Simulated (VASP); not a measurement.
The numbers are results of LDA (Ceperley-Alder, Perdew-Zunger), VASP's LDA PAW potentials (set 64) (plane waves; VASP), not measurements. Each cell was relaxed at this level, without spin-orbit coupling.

**Question.** Which of these comes out without a gap?
A) BeO, P6_3mc (186)
B) CsI, Pm-3m (221)
C) Li2O, Fm-3m (225)
D) TiN, Fm-3m (225)

**Answer.** D, TiN, Fm-3m (225). The others have gaps of 3.78 eV (CsI, Pm-3m (221)), 7.92 eV (BeO, P6_3mc (186)), 4.94 eV (Li2O, Fm-3m (225)).
